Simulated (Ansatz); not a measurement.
Runs of Ansatz 0.2.0 on CoO. It takes space group Fm-3m (No. 225, cubic). The conventional cell has a = 4.263 Å, b = 4.263 Å, c = 4.263 Å, α = 90.00°, β = 90.00°, γ = 90.00°. Co (site symmetry m-3m) has 6 O at 2.13 Å as nearest neighbours. O (site symmetry m-3m) has 6 Co at 2.13 Å as nearest neighbours. 

```csv
task,level,cell,k mesh,points for each segment of the path,atoms under strain,mesh quality,gap on the mesh (eV),pressure (GPa),moment (μB),relaxed volume (Å³/atom)
relaxation of cell and atoms,PBEsol+D3(BJ),relaxed,11 × 11 × 11,-,-,not flagged,none,0.0,(d),9.61
relaxation of cell and atoms,PBEsol+D4,relaxed,11 × 11 × 11,-,-,not flagged,-,0.0,(c),8.97
relaxation of cell and atoms,revPBE,relaxed,11 × 11 × 11,-,-,not flagged,none,0.0,(b),9.83
band structure,revPBE,as given,11 × 11 × 11,14,-,not flagged,none,2.6,2.95,-
relaxation of cell and atoms,RPBE,relaxed,11 × 11 × 11,-,-,not flagged,-,0.0,2.98,9.93
elastic constants,PBEsol,as given,8 × 8 × 8,-,clamped,not flagged,none,-11.1,(a),-
relaxation of cell and atoms,PBEsol0,relaxed,6 × 6 × 6,-,-,coarse,none,0.0,3.00,8.97
relaxation of cell and atoms,PBEsol,relaxed,11 × 11 × 11,-,-,not flagged,-,0.0,2.80,9.08
band structure,BLYP,as given,11 × 11 × 11,14,-,not flagged,none,4.9,2.82,-
```

Alike in all rows: potentials or basis Ansatz PAW; spin collinear, ferromagnetic start; cutoff (eV) 420; smearing fermi-dirac 0.05 eV.

**Question.** Fill in the values left out.

**Answer.** (a) 2.93; (b) 2.97; (c) 2.76; (d) 2.94.

Caveats: some runs use coarse meshes; a cell with one magnetic atom can't hold antiferromagnetic order, which such compounds often take; the PAW data sets come from PBE, with cores solved anew for the run's functional, which leaves a small shift of forces and pressure; the plane-wave basis is chosen anew once the cell has moved, so the energies of steps on either side of that aren't comparable (some runs); semilocal functionals often make such compounds metallic where correlation or magnetic order opens a gap, which also shifts bond lengths (some runs); pairwise dispersion overbinds metals, which lowers pressure and volume (some runs); the cell is more than 3 GPa from zero pressure, which shifts response properties (some runs); the elastic tensor has a negative eigenvalue, so either the cell is unstable as it stands or the mesh is too thin (some runs).

A gap of «none» marks a metal or a gap under the smearing width.

Runs at the PBE level aren't shown here.
